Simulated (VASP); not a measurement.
A run of VASP 6.6.1 is set up as follows.

File INCAR:

```
PREC = Accurate
ENCUT = 520
EDIFF = 1E-6
ISMEAR = 0
SIGMA = 0.02
LREAL = F
LASPH = T
NELM = 60
ALGO = Fast
ISIF = 2
LWAVE = F
LCHARG = F
GGA = PE
LORBIT = 11
```

Contents of KPOINTS:

```
Automatic mesh
0
Gamma
  11 11 3
```

File POSCAR:

```
Al2O3
1.0
    2.8843249483      0.0000000000      0.0000000000
   -1.4421624742      2.4978986780      0.0000000000
    0.0000000000      0.0000000000      9.3367544600
Al O
2 3
Direct
    0.0000000000      0.0000000000      0.8500076700
    0.0000000000      0.0000000000      0.1499923300
    0.3333333333      0.6666666667      0.7776830800
    0.6666666667      0.3333333333      0.0000000000
    0.3333333333      0.6666666667      0.2223169200
```

Potentials or basis: VASP PAW PBE potentials, release 64 (Al, O).

Command:

```console
$ cat potpaw_PBE.64/Al/POTCAR potpaw_PBE.64/O/POTCAR > POTCAR
$ mpirun -np 1 vasp_std > vasp.out
```

(1) Predict the pressure.

(2) Estimate the band gap on the k mesh.

Answers

(1) 0.1 GPa.

(2) 4.77 eV, indirect (least direct gap 5.01 eV).

Caveat: an odd mesh through Γ misses points on the zone boundary, where band edges often lie.
